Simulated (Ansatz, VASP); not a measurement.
## One calculation of TiO2, two programs

```xyz
6
Lattice="2.7060 -2.7067 0.0000 2.7060 2.7067 0.0000 -2.6335 0.0000 4.7966" Properties=species:S:1:pos:R:3 pbc="T T T"
Ti    2.0477    1.9807    1.1992
Ti    0.7309   -1.9807    3.5975
O    -0.6205   -0.6563    3.2001
O     3.3990    0.6563    1.5966
O     2.0823   -0.6563    3.9949
O     0.6963    0.6563    0.8018
```

Alike in both runs: task single point; functional r2SCAN; k mesh 4 × 4 × 4; occupations gaussian, width 0.02 eV; no spin polarisation.

|  | VASP | Ansatz |
| --- | --- | --- |
| version | VASP 6.6.1 | Ansatz 0.2.0 |
| potentials or method | VASP PAW PBE potentials, release 64 (Ti_sv, O) | scalar-relativistic, plane waves, PAW |
| plane-wave cutoff (eV) | 520 | 500 |
| valence electrons in the cell | 48 | 48 |

Ansatz gave:

| Quantity | Value |
| --- | --- |
| gap on the k mesh at the Fermi level (eV) | 2.44 |
| least direct gap on the mesh (eV) | 2.78 |
| pressure (GPa) | -6.4 |
| largest component of the traceless stress (GPa) | 0.33 |
| rms of the force components (eV/Å) | 0.107 |

Task: What did VASP give for the same quantities?

Result: gap on the k mesh at the Fermi level (eV): 2.46; least direct gap on the mesh (eV): 2.81; pressure (GPa): -5.2; largest component of the traceless stress (GPa): 0.23; rms of the force components (eV/Å): 0.096.

Atom by atom the forces differ by 0.021 eV/Å (rms over components). With one functional, cell and mesh, what is left measures potentials, basis and numerics.

Caveats: the k mesh is coarse (spacing up to 0.44 Å⁻¹), so the values aren't converged; the PAW data sets were made with another functional, which shifts forces and pressure a little (VASP). A k mesh can miss the band edges. r2SCAN opens gaps a little over a GGA but as a rule still falls short of measured ones.
